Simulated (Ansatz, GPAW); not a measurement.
# C2 in line between two Pd chains: relaxation, then transmission at several levels, part 2 of 4

Wanted: T(E) of C2 in line between two Pd chains at a relaxed geometry in two programs, beside the unrelaxed structure.

GPAW 26.7.0 and Ansatz 0.2.0; Ansatz plane waves; relaxation of the junction with the lead ends held; PAW set soft_1 (the session's first sound run).

So far. Step 2 (Relaxation): The relaxation lowered the energy of the cell by 0.330 eV.

### 3. Plane waves, PBE

A plane-wave run comes first: its basis does not favour the atoms, so it serves as the reference for the orbital bases.

This step: Ansatz plane waves; Landauer transmission by layers, zero bias; PAW set soft_1 (Ansatz 0.2.0).

Contents of input.yaml:

```yaml
crystal:
  lattice:
    - [9.0, 0.0, 0.0]
    - [0.0, 9.0, 0.0]
    - [0.0, 0.0, 42.457]
  atoms:
    - { symbol: Pd, position: [0.5, 0.5, 0.0294415526] }
    - { symbol: Pd, position: [0.5, 0.5, 0.0883246579] }
    - { symbol: Pd, position: [0.5, 0.5, 0.1472077631] }
    - { symbol: Pd, position: [0.5, 0.5, 0.2060908684] }
    - { symbol: Pd, position: [0.5, 0.5, 0.2649739737] }
    - { symbol: Pd, position: [0.5, 0.5, 0.3238570789] }
    - { symbol: Pd, position: [0.4962995098, 0.4694223896, 0.3845622388] }
    - { symbol: Pd, position: [0.510145135, 0.5662526021, 0.4421997902] }
    - { symbol: C, position: [0.502317152, 0.5115038743, 0.485181616] }
    - { symbol: C, position: [0.4980552087, 0.4880114447, 0.5150604457] }
    - { symbol: Pd, position: [0.4854005612, 0.4333640025, 0.5579764671] }
    - { symbol: Pd, position: [0.5075797084, 0.5297732113, 0.6155043425] }
    - { symbol: Pd, position: [0.5, 0.5, 0.6761429211] }
    - { symbol: Pd, position: [0.5, 0.5, 0.7350260263] }
    - { symbol: Pd, position: [0.5, 0.5, 0.7939091316] }
    - { symbol: Pd, position: [0.5, 0.5, 0.8527922369] }
    - { symbol: Pd, position: [0.5, 0.5, 0.9116753421] }
    - { symbol: Pd, position: [0.5, 0.5, 0.9705584474] }
kpoints:
  mp_grid: { grid: [1, 1, 2] }
hamiltonian:
  xc: pbe
  pseudopotentials: { kind: paw, azcp: { folder: soft_1 } }
scf:
  occupations: { method: fermi_dirac, width: 0.1 }
output:
  transmission:
    leads: [[0, 1]]
    e_range: [-2, 2]
    de: 0.025
    kmesh: [1, 1]
    reduced_basis: true
  write_potential: true
  write_density: true
  volumetric_format: npy
  elf: true
```

Started as:

```
$ ansatz run input.yaml --threads 4 --pin off --max-ram 8192MiB --backend cpu --events-out ev --progress --plain --runs-dir out
```

Numbers of over 12 decimals in the logs are rounded to 6 here.

What it wrote:

```text
[...]
Crystal: 18 atoms, lattice volume = 3439.017 Å³
Basis set: ecut = 420 eV, 67217 PW (Γ)
Bands: 178, of which v1, the nominal top of the filled ones, is band 148 counted from 1 (147 counted from 0)
Symmetry: 1 space group operations
[...]
k-points: 2
[...]
SCF iter   1: F=—  HF=-112051.025366 eV  |F-HF|=—  |Δ(HF+E_count)|=         —  Δρ=5.26e-2  dr2=2.01e2  ethr=3.10e-3  ⟨swp⟩=10.0  Hψ=1762  notcnv=0
[...]
SCF iter  17: F=-112025.498166 eV  HF=-112025.498166 eV  |F-HF|=5.69e-8  |Δ(HF+E_count)|=   1.09e-8  Δρ=9.56e-7  dr2=7.13e-8  ethr=3.38e-11  ⟨swp⟩=22.0  Hψ=1427  notcnv=0
SCF 1 converged in 17 iterations: F = -112025.498166 eV  dr2 = 7.13e-8
[...]
transmission: 54 of 324 steps passed
transmission: 108 of 324 steps passed
[...]
transmission: 324 of 324 steps passed
WARN: The output density's exchange-correlation potential varies sharply where the density is thin. Do not read a vacuum level from v_tot or v_xc, or from such a field of the output density. On a cell that repeats whose density bears no net charge and no dipole along the vacuum's axis use v_es (v_loc + v_h of the components); under efield.dipole_correction with no amplitude use v_es + v_field, which holds any externa [...]
SCF converged after 17 iterations
Free energy (F): -112025.498166 eV
[...]
Internal energy: -112023.798604 eV  (E = F + TS)
E sigma→0 (E₀):  -112024.648385 eV
Entropy (-TS):   -1.699562 eV (-94.420 meV/atom)
Fermi energy:    -3.600363 eV
[...]
--- Band table (eV) ---
  k-point 0: bands = [... 144 lower, -3.7533, -3.7363, -3.6635, -3.5855, -3.5510, -3.5321, -3.5079, -3.5004, ... 26 higher]
  k-point 1: bands = [... 144 lower, -3.6593, -3.6421, -3.6312, -3.6253, -3.6163, -3.6161, -3.5225, -3.4828, ... 26 higher]
--- Transmission ---
  basis      : 717 plane waves across, 54 finite elements along
  points     : 1, standing for a mesh of 1 x 1
  filling    : by the input's occupations and mesh, since the crystals that have channels conduct as metals do. If one of these is a semiconductor, that mesh has misplaced its level
  energies   : 161 from -2.000000 to 2.000000 eV about the Fermi level, 0.025000 eV apart; the leads are filled to 0.000000 eV, and channels, transmission and decay are at 0.000000 eV
  crystal 0  : Pd1, at the sites [0, 1], period 2.5000 Å, over 30.00 Å; its Hamiltonian steps by up to 1.2 meV
    offset         : up to 0.0000 Å between an atom of the period and one for which it stands
    filled         : 10.9 meV under the level at which it is neutral
    channels       : 4.000000e0 a spin
    conductance    : 3.8153e14 S/m² at 300 K; may be off by some 0.0 % by where its bands' edges are placed, 0.1 % from the distance to neutral
  junction   : crystal 0 to crystal 0, 0.70 to 40.66 Å
    transmission   : 2.443171e0 a spin
    error estimate : 6.985475e-4 a spin from the reduction of the transverse basis, at the most 6.310669e-3 at -1.625000 eV
    conductance    : 2.2507e14 S/m² at 300 K (2.2509e14 on every other energy)
    error estimate : 0.0 % from the energy spacing and 0.1 % from band edges of the leads and from resonances (wavevectors taken as independent; lower de), 0.0 % from the reduction of the transverse basis, 0.6 % from the steps of its leads' Hamiltonians or their offsets (lay more layers), 2.8 % from the distance to neutral
    resistance     : 1.8203e-3 Ω µm² beyond half of each lead's own
```

The job ended after 2.1 min (4 threads of Arm Neoverse V2, shared host; peak memory 5.2 GiB; 6.4 min of CPU time).

Numbers from this step:

| Item | Value |
| --- | --- |
| free energy | -112025.4982 eV |
| lead level | 0 eV from the Fermi level |
| transmission at the Fermi level (one spin) | 2.443 |
| open channels of the lead at the Fermi level (one spin) | 4 |
| step of the potential along the lead | 1.2 meV |
| offset of the lead | 0 Å |
| filling of the lead less its bulk value, in size | 10.9 meV |
| conductance | 2.353 G₀ |

One spin. Table of transmission, zone mean by energy, zero at the Fermi level:

energy (eV), transmission, zone mean and a bar:
```
   -2.000       1.14 #############
   -1.900       1.16 #############
   -1.800       1.26 ##############
   -1.700       1.41 ################
   -1.600       1.59 ##################
   -1.500       1.75 ####################
   -1.425       1.79 ####################
   -1.400       1.78 ####################
   -1.300       1.60 ##################
   -1.200       1.18 #############
   -1.100       0.71 #######
   -1.000       0.54 ######
   -0.900       1.53 #################
   -0.825       1.79 ####################
   -0.800       1.77 ####################
   -0.700       1.45 ################
   -0.600       2.01 #######################
   -0.500       1.15 #############
   -0.400       1.76 ####################
   -0.300       1.91 ######################
   -0.200       2.40 ###########################
   -0.100       2.63 ##############################
    0.000       2.44 ############################
    0.100       1.37 ###############
    0.200       0.32 ###
    0.300       0.26 ##
    0.400       0.20 ##
    0.500       0.16 #
    0.600       0.14 #
    0.700       0.12 #
    0.800       0.10 
    0.900       0.09 
    1.000       0.08 
    1.100       0.08 
    1.200       0.08 
    1.300       0.07 
    1.400       0.07 
    1.500       0.07 
    1.600       0.07 
    1.700       0.07 
    1.800       0.07 
    1.900       0.07 
    2.000       0.07
```

One spin. Open channels, zone mean against energy, zero at the Fermi level:

| energy (eV) | open channels, zone mean |
| --- | --- |
| -2.000 | 3 |
| -1.900 | 3 |
| -1.800 | 3 |
| -1.700 | 3 |
| -1.600 | 3 |
| -1.500 | 3 |
| -1.400 | 3 |
| -1.300 | 3 |
| -1.200 | 3 |
| -1.100 | 5 |
| -1.000 | 5 |
| -0.900 | 5 |
| -0.800 | 5 |
| -0.700 | 5 |
| -0.600 | 5 |
| -0.500 | 4 |
| -0.400 | 4 |
| -0.300 | 4 |
| -0.200 | 4 |
| -0.100 | 4 |
| 0.000 | 4 |
| 0.100 | 4 |
| 0.200 | 1 |
| 0.300 | 1 |
| 0.400 | 1 |
| 0.500 | 1 |
| 0.600 | 1 |
| 0.700 | 1 |
| 0.800 | 1 |
| 0.900 | 1 |
| 1.000 | 1 |
| 1.100 | 1 |
| 1.200 | 1 |
| 1.300 | 1 |
| 1.400 | 1 |
| 1.500 | 1 |
| 1.600 | 1 |
| 1.700 | 1 |
| 1.800 | 1 |
| 1.900 | 1 |
| 2.000 | 1 |

Crystal 0, spin -, k parallel (0, 0); distinct values, listed up to 1.5 1/Å. Im kz of the slowest decaying states against energy, zero at the Fermi level:

| energy (eV) | decay 1 (Å⁻¹) | decay 2 (Å⁻¹) | decay 3 (Å⁻¹) | decay 4 (Å⁻¹) |
| --- | --- | --- | --- | --- |
| -2.000 | 0.728 | 0.818 | 0.819 | 1.35 |
| -1.800 | 0.678 | 0.728 | 0.729 | 1.33 |
| -1.600 | 0.614 | 0.615 | 0.624 | 1.31 |
| -1.400 | 0.452 | 0.453 | 0.565 | 1.29 |
| -1.200 | 0.0750 | 0.0801 | 0.497 | 1.27 |
| -1.000 | 0.418 | 1.25 | 1.26 | 1.37 |
| -0.800 | 0.320 | 1.23 | 1.24 | 1.35 |
| -0.600 | 0.173 | 1.21 | 1.22 | 1.33 |
| -0.400 | 0.395 | 0.395 | 1.19 | 1.20 |
| -0.200 | 0.552 | 1.17 | 1.17 | 1.28 |
| 0.000 | 0.656 | 0.656 | 1.15 | 1.15 |
| 0.200 | 0.0871 | 0.0874 | 0.101 | 0.734 |
| 0.400 | 0.177 | 0.177 | 0.225 | 0.797 |
| 0.600 | 0.228 | 0.228 | 0.302 | 0.850 |
| 0.800 | 0.263 | 0.263 | 0.361 | 0.894 |
| 1.000 | 0.289 | 0.289 | 0.411 | 0.933 |
| 1.200 | 0.307 | 0.307 | 0.454 | 0.966 |
| 1.400 | 0.320 | 0.320 | 0.492 | 0.972 |
| 1.600 | 0.327 | 0.327 | 0.525 | 0.943 |
| 1.800 | 0.330 | 0.330 | 0.555 | 0.914 |
| 2.000 | 0.327 | 0.327 | 0.582 | 0.884 |

Crystal 0, spin -, k parallel (0, 0). Table of Re kz of states that move upwards by energy, zero at the Fermi level:

| energy (eV) | channel 1 (Å⁻¹) | channel 2 (Å⁻¹) | channel 3 (Å⁻¹) | channel 4 (Å⁻¹) | channel 5 (Å⁻¹) |
| --- | --- | --- | --- | --- | --- |
| -2.0000 | -0.781 | -0.781 | 0.603 | - | - |
| -1.7500 | -0.694 | -0.694 | 0.646 | - | - |
| -1.5000 | -0.616 | -0.616 | 0.689 | - | - |
| -1.2500 | -0.542 | -0.542 | 0.735 | - | - |
| -1.0000 | -0.470 | -0.470 | 0.486 | 0.486 | 0.783 |
| -0.7500 | -0.399 | -0.399 | 0.818 | 0.818 | 0.837 |
| -0.5000 | -0.325 | -0.325 | 0.0766 | 0.899 | - |
| -0.2500 | -0.244 | -0.244 | 0.308 | 0.975 | - |
| 0.0000 | -0.141 | -0.141 | 0.425 | 1.08 | - |
| 0.2500 | 0.513 | - | - | - | - |
| 0.5000 | 0.584 | - | - | - | - |
| 0.7500 | 0.644 | - | - | - | - |
| 1.0000 | 0.695 | - | - | - | - |
| 1.2500 | 0.740 | - | - | - | - |
| 1.5000 | 0.781 | - | - | - | - |
| 1.7500 | 0.818 | - | - | - | - |
| 2.0000 | 0.853 | - | - | - | - |

The electrostatic potential energy of an electron (with the applied field's), less the Fermi level, planar mean oscillates, so the rows of the table below give means over windows of 2.51 Å about each position, cut where the curve ends. Its first 14 maxima inside the range that stand out by 2 % of the span (Å: eV): 2.5: 5.04, 5.0: 5.04, 7.5: 5.04, 10.0: 5.04, 12.5: 5.05, 15.0: 5.07, 17.5: 5.03, 19.9: 5.42, 21.2: 5.44, 22.6: 5.41, 24.9: 5.03, 27.4: 5.07, 29.9: 5.05, 32.4: 5.04. Its first 14 minima: 1.2: 3.38, 3.7: 3.38, 6.2: 3.37, 8.7: 3.37, 11.2: 3.37, 13.7: 3.36, 16.4: 3.37, 18.7: 3.63, 20.6: 4.83, 21.8: 4.83, 23.7: 3.63, 26.1: 3.38, 28.7: 3.37, 31.3: 3.37.

The electrostatic potential energy of an electron (with the applied field's), less the Fermi level, planar mean by z; means over each step:

| z (Å) | electrostatic potential energy of an electron (with the applied field's), less the Fermi level, planar mean (eV) |
| --- | --- |
| 1.25 | 4.26 |
| 3.76 | 4.27 |
| 6.27 | 4.27 |
| 8.79 | 4.27 |
| 11.29 | 4.27 |
| 13.80 | 4.27 |
| 16.31 | 4.27 |
| 18.82 | 4.51 |
| 21.33 | 5.09 |
| 23.84 | 4.48 |
| 26.35 | 4.28 |
| 28.86 | 4.27 |
| 31.37 | 4.27 |
| 33.88 | 4.27 |
| 36.40 | 4.27 |
| 38.91 | 4.27 |
| 41.41 | 4.14 |

The valence density, planar mean oscillates, so the rows of the table below give means over windows of 2.51 Å about each position, cut where the curve ends. Its first 14 maxima inside the range that stand out by 2 % of the span (Å: e/Å³): 1.2: 0.213, 3.7: 0.214, 6.2: 0.214, 8.7: 0.215, 11.2: 0.215, 13.7: 0.215, 16.4: 0.215, 18.7: 0.215, 21.5: 0.0407, 23.7: 0.216, 26.1: 0.215, 28.7: 0.215, 31.3: 0.215, 33.8: 0.215. Its first 14 minima: 2.5: 0.0148, 5.0: 0.0148, 7.5: 0.0149, 10.0: 0.0149, 12.5: 0.0149, 15.0: 0.0132, 17.5: 0.0143, 19.8: 0.0274, 22.7: 0.0274, 24.9: 0.0143, 27.4: 0.0133, 29.9: 0.0149, 32.4: 0.0149, 34.9: 0.0149.

Valence density, planar mean against z; means over each step:

| z (Å) | valence density, planar mean (e/Å³) |
| --- | --- |
| 1.25 | 0.0886 |
| 3.76 | 0.0886 |
| 6.27 | 0.0886 |
| 8.79 | 0.0886 |
| 11.29 | 0.0886 |
| 13.80 | 0.0883 |
| 16.31 | 0.0884 |
| 18.82 | 0.0906 |
| 21.33 | 0.0376 |
| 23.84 | 0.0896 |
| 26.35 | 0.0883 |
| 28.86 | 0.0885 |
| 31.37 | 0.0886 |
| 33.88 | 0.0886 |
| 36.40 | 0.0886 |
| 38.91 | 0.0886 |
| 41.41 | 0.101 |

Electrostatic potential energy in the cb plane at fractional x = 0.496, with atoms of Pd and C within 0.2 Å of it. With pseudopotentials it is smooth inside the atoms' cores, unlike the true potential.

Ten even steps from '0' (-56 eV) to '9' (2 eV), each cell a mean:
```
99999999999999999999999999999999999999999999
99999999999999999999999999999999999999999999
99999999999999999999999999999999999999999999
99999999999999999999999999999999999999999999
99999999999999999999999999999999999999999999
99999999999999999999999999999999999999999999
99999999999999999999999999999999999999999999
99999999999999999987789999999999999999999999
99999989999999999852248999999999999999876789
68998556899988898720015877899999999998621268
15884102689743578620005621464589888898300048
04772000488400158841137500220167533688300048
04873001587200038886678732420155100378621268
47886324788400158999999987864574000278876789
89998878999754579999999999999986200379999999
99999999999988899999999999999998645789999999
99999999999999999999999999999999988999999999
99999999999999999999999999999999999999999999
99999999999999999999999999999999999999999999
99999999999999999999999999999999999999999999
99999999999999999999999999999999999999999999
99999999999999999999999999999999999999999999
99999999999999999999999999999999999999999999
99999999999999999999999999999999999999999999
```
Columns run along c (16.0 Å, from fractional 0.28 to 0.65 of the cell; values clipped at the 3rd and 97th percentile), rows up along b (9.0 Å). Atoms in or near the plane, at fractional coordinates: Pd at (0.32, 0.50), Pd at (0.38, 0.47), Pd at (0.44, 0.57), C at (0.49, 0.51), C at (0.52, 0.49), Pd at (0.56, 0.43), Pd at (0.62, 0.53).

ELF in the cb plane at fractional x = 0.496, with atoms of Pd and C within 0.2 Å of it. It is the smooth field of the valence electrons, not physical close to the nuclei.

Ten even steps from '0' (0.00) to '9' (0.82), each cell a mean:
```
00000000000000000000000000000000000000000000
00000000000000000000000000000000000000000000
00000000000000000000000000000000000000000000
00000000000000000000000000000000000000000000
00000000000000000001110000000000000000000000
00000000000000000011111000000000000000001000
11111111000000000012221111110000000000111110
11111111111111110024432233322211111001122211
22112222111112220145553367655542112111234421
42223454222223331243343698888874222211455542
54224445422355542343344875997895233322443442
44234324422443442344444952892694455422533442
44234434423532342234435976982684434532455542
53224555322443442223225888997964423422344322
32222333212355431122223566778743544411222211
11111111111233211111111233445422455200121111
11111111111111110000000111122112232100011110
10000000000111100000000000000011221100000000
00000000000000000000000000000001111000000000
00000000000000000000000000000000000000000000
00000000000000000000000000000000000000000000
00000000000000000000000000000000000000000000
00000000000000000000000000000000000000000000
00000000000000000000000000000000000000000000
```
Columns run along c (16.0 Å, from fractional 0.28 to 0.65 of the cell), rows up along b (9.0 Å). Atoms in or near the plane, at fractional coordinates: Pd at (0.32, 0.50), Pd at (0.38, 0.47), Pd at (0.44, 0.57), C at (0.49, 0.51), C at (0.52, 0.49), Pd at (0.56, 0.43), Pd at (0.62, 0.53).

Valence density in the cb plane at fractional x = 0.496, with atoms of Pd and C within 0.2 Å of it. It is the smooth field of the valence electrons, not physical close to the nuclei.

Ten steps, logarithmic in the rise over the least value, from '0' (0 e/Å³) to '9' (15 e/Å³), each cell a mean:
```
00000000000000000000000000000000000000000000
00000000000000000000000000000000000000000000
00000000000000000000000000000000000000000000
00000000000000000000000000000000000000000000
00000000000000000000000000000000000000000000
00000000000000000000000000000000000000000000
00000000000000000001110000000000000000000000
00000000000000000123321000000000000000011100
11001121100001101257763211111000000001234321
42113554211122211379984333322211111112478742
75235887422356532379985455544432233213699863
86337998533689853357864455555544576423699863
85336998523699963234533445555545798632478742
63224676322589852111111233344445899732244321
21112332111356531000000111122224788621111110
10000111000122210000000000001112455310000000
00000000000000000000000000000001121100000000
00000000000000000000000000000000000000000000
00000000000000000000000000000000000000000000
00000000000000000000000000000000000000000000
00000000000000000000000000000000000000000000
00000000000000000000000000000000000000000000
00000000000000000000000000000000000000000000
00000000000000000000000000000000000000000000
```
Columns run along c (16.0 Å, from fractional 0.28 to 0.65 of the cell), rows up along b (9.0 Å). Atoms in or near the plane, at fractional coordinates: Pd at (0.32, 0.50), Pd at (0.38, 0.47), Pd at (0.44, 0.57), C at (0.49, 0.51), C at (0.52, 0.49), Pd at (0.56, 0.43), Pd at (0.62, 0.53).

T at the Fermi level is 2.44 of 4 open channels a spin.

(Part 2 of 4 ends here.)

[Logs are printed without paths, hosts, clocks, repeated set-up lines and the standing remarks that a program may print on its own settings, such as how far it seeks lower states.]

[Hosts, paths, dates, database ids (printed as entryN), source tags and the programs' standing remarks are cut or masked in the printed files.]
